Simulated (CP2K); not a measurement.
**KBr under changes of volume**

One of the cells (35.937 Å³/atom); the others are scaled copies at fixed shape and fractional positions:

```
Br K
1.0
     4.66690    0.00000    0.00000
     2.33345    4.04166    0.00000
     2.33345    1.34722    3.81051
Br K
1 1
Direct
  0.50000 0.50000 0.50000
  0.00000 0.00000 0.00000
```

```yaml
Program: CP2K 2026.2
Functional: PBEsol
Potentials_or_basis: POTENTIAL_UZH Br GTH-PBE-q7, K GTH-PBE-q9; TZVP-MOLOPT-PBE-GTH basis
Density_cutoff: 6123 eV
k_mesh: 7 × 7 × 7
Occupations: fermi-dirac, width 0.01 eV
Spin: no spin polarisation
```

```csv
volume (Å³/atom),energy over the lowest point (meV/atom),pressure (GPa),gap on the mesh (eV)
33.781,4.06,0.8,4.33
34.500,1.22,0.4,4.28
35.218,0.00,0.1,4.23
35.937,?,?,?
36.656,1.69,-0.5,4.13
37.374,4.31,-0.7,4.09
38.093,7.91,-0.9,4.05
```

Question: What does the run at 35.937 Å³/atom give?

Answer: Energy over the lowest point 0.21 meV/atom; pressure -0.2 GPa; gap on the mesh 4.18 eV.

Worked out: A Birch-Murnaghan fit of order 3 (a polynomial in V^(-2/3)) to the other rows has its minimum at 35.46 Å³/atom with B0 = V·E''(V) = 15.1 GPa and B' = 5.0. It gives 0.21 meV/atom at 35.937 Å³/atom, against the run's 0.21, and -dE/dV = -0.2 GPa, against -0.2. A straight line through the other rows of the gap, of slope -2.36 eV per unit of ln V (its deformation potential), gives 4.18 eV, against the run's 4.18.

Energies are extrapolated to zero smearing.

Caveats: the potentials were made for another functional, which shifts forces and pressure; the basis of atomic orbitals isn't converged, which shifts pressures, moduli and gaps; an odd mesh through Γ misses points on the zone boundary, where band edges often lie (some runs).

Spin-orbit coupling on Br is left out.
